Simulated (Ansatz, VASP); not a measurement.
Given: the input of a run of VASP 6.6.1 on Rb.

File INCAR:

```
PREC = Accurate ; ENCUT = 520
EDIFF = 1E-7 ; ISMEAR = -1
SIGMA = 0.05 ; LREAL = False
LASPH = True ; NELM = 80
ALGO = Normal ; ISIF = 2
LWAVE = False ; LCHARG = False
GGA = PE ; NBANDS = 10
```

Contents of KPOINTS:

```
regular mesh
0
Gamma
  7 7 7
```

Contents of POSCAR:

```
Rb
1.0
   -2.8210601435      2.8210601435      2.8210601435
    2.8210601435     -2.8210601435      2.8210601435
    2.8210601435      2.8210601435     -2.8210601435
Rb
1
Direct
    0.0000000000      0.0000000000      0.0000000000
```

Potentials or basis: VASP PAW PBE potentials, release 64 (Rb_sv).

Command:

```bash
$ cat potpaw_PBE.64/Rb_sv/POTCAR > POTCAR
$ mpirun -np 1 vasp_std > vasp.out
```

Task: Set up the same calculation for Ansatz 0.2.0. Potentials there: Ansatz PAW.

Result: As run (the cutoff follows the program's own potentials):

Contents of input.yaml:

```yaml
crystal:
  lattice:
    - [-2.8210601435, 2.8210601435, 2.8210601435]
    - [2.8210601435, -2.8210601435, 2.8210601435]
    - [2.8210601435, 2.8210601435, -2.8210601435]
  atoms:
    - { symbol: Rb, position: [0.0, 0.0, 0.0] }
hamiltonian:
  xc: pbe
  pseudopotentials: { kind: paw }
kpoints:
  mp_grid: { grid: [7, 7, 7] }
scf:
  occupations: { method: fermi_dirac, width: 0.05 }
output:
  forces: true
  stress: true
  eigenvalues: true
```

Potentials or basis: Ansatz PAW.

Run with:

```sh
$ ansatz run input.yaml --threads 1 --pin off --max-ram 3584MiB --backend cpu --events-out ev --progress --plain --runs-dir out
```

Both were run:

|  | VASP | Ansatz | Ansatz less VASP |
| --- | --- | --- | --- |
| gap on the k mesh at the Fermi level (eV) | none | none | - |
| pressure (GPa) | 0.0 | 0.0 | 0.00 |

A gap of «none» marks a metal or a gap that the smearing closes.
